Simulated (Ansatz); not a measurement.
The reference is RuO$_{2}$ in the rutile structure (space group P4_2/mnm, No. 136; a = 4.523 Å, c = 3.119 Å). Axes: x, y, z lie along a, b, c of the conventional cell.

Computed with Ansatz (a quantum-chemistry and plane-wave program), PBE, PAW, cutoff 420 eV, scalar-relativistic without spin-orbit coupling.

For the base:

The pressure is 0.0 GPa and the shortest interatomic distance is 1.955 Å.

Modification: the symmetric strain tensor [0.0132 -0.0088 0.0004; -0.0088 0.0052 0.0123; 0.0004 0.0123 -0.0146]; the atoms relax in the strained cell.

Problem. Predict the new largest internal atomic displacement.

Solution. The largest internal atomic displacement amounts to 0.018 Å.

Problem. Predict the new pressure.

Solution. The pressure (mean of the normal stresses, compression positive) hardly moves (0.0 GPa against 0.1 GPa).

Problem. What does the calculation give for the energy relative to the base after the change?

Solution. The energy grows by 7.7 meV/atom.

Problem. Estimate the effect on the shortest interatomic distance.

Solution. The shortest interatomic distance falls by 0.006 Å, from 1.955 Å to 1.949 Å.

Without a gap, meshes like the base's 10×10×15 leave anisotropic stresses uncertain by several tenths of a GPa, and small strain energies with them. No phonon test of stability was made. No Hubbard U is applied, and correlation can decide whether such a compound is a metal. All final runs are without spin polarisation.
